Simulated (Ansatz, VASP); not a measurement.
One calculation of CdH2O2, two programs

INCAR

```
SYSTEM = CdH2O2
ALGO     = Normal         ! electronic algorithm
EDIFF    = 1E-7           ! SCF threshold, eV
ENCUT    = 520            ! plane-wave cutoff, eV
GGA      = PS             ! functional
ISIF     = 2              ! what is computed and relaxed
ISMEAR   = 0              ! smearing method
LASPH    = .True.         ! aspherical terms in the spheres
LCHARG   = .False.        ! write CHGCAR
LREAL    = .False.        ! projectors in reciprocal space
LWAVE    = .False.        ! write WAVECAR
NBANDS   = 21             ! bands
NELM     = 100            ! most SCF steps
PREC     = Accurate       ! precision mode
SIGMA    = 0.01           ! smearing width, eV
```

The input KPOINTS:

```
k-points
0
Gamma
  4 4 3
  0 0 0
```

File POSCAR:

```
CdH2O2
1.0
    3.8398220000      0.0000000000      0.0000000000
   -1.9199110000      3.3253830000      0.0000000000
    0.0000000000      0.0000000000      4.4413930000
Cd H O
1 2 2
Direct
    0.3333333333      0.6666666667      0.9873000000
    0.0000000000      0.0000000000      0.0080770000
    0.6666666667      0.3333333333      0.4318850000
    0.0000000000      0.0000000000      0.8311940000
    0.6666666667      0.3333333333      0.2118940000
```

Input for Ansatz:

```yaml
crystal:
  lattice:
    - [3.839822, 0.0, 0.0]
    - [-1.919911, 3.325383, 0.0]
    - [0.0, 0.0, 4.441393]
  atoms:
    - { symbol: Cd, position: [0.3333333333333333, 0.6666666666666666, 0.9873] }
    - { symbol: H, position: [0.0, 0.0, 0.008077] }
    - { symbol: H, position: [0.6666666666666666, 0.3333333333333333, 0.431885] }
    - { symbol: O, position: [0.0, 0.0, 0.831194] }
    - { symbol: O, position: [0.6666666666666666, 0.3333333333333333, 0.211894] }
kpoints:
  mp_grid:
    grid: [4, 4, 3]
    shift: [0.0, 0.0, 0.0]
hamiltonian:
  xc: pbesol
scf:
  convergence:
    dr2_threshold: 1.0e-07
  occupations:
    method: fixed
output:
  forces: true
```

The cell comes from a database or a generator and needn't be the stable form of this composition.

Alike in both runs: task single point; functional PBEsol; k mesh 4 × 4 × 3; no spin polarisation.

```csv
,VASP,Ansatz
version,VASP 6.6.1,Ansatz 0.2.0
potentials or method,"VASP PAW PBE potentials, release 64 (Cd, H, O)","plane waves, PAW"
plane-wave cutoff (eV),520,420
occupations,"gaussian, width 0.01 eV",fixed
valence electrons in the cell,26,34
```

Ansatz gave:

| Item | Value |
| --- | --- |
| rms of the force components (eV/Å) | 6.613 |

Which values does VASP return?

rms of the force components (eV/Å): 7.297.

Atom by atom the forces differ by 0.685 eV/Å (rms over components). The two sets of potentials don't hold the same shells in valence.

Caveats: the k mesh is coarse (spacing up to 0.47 Å⁻¹), so the values aren't converged; the PAW data sets were made with another functional, which shifts forces and pressure a little (VASP). A k mesh can miss the band edges.
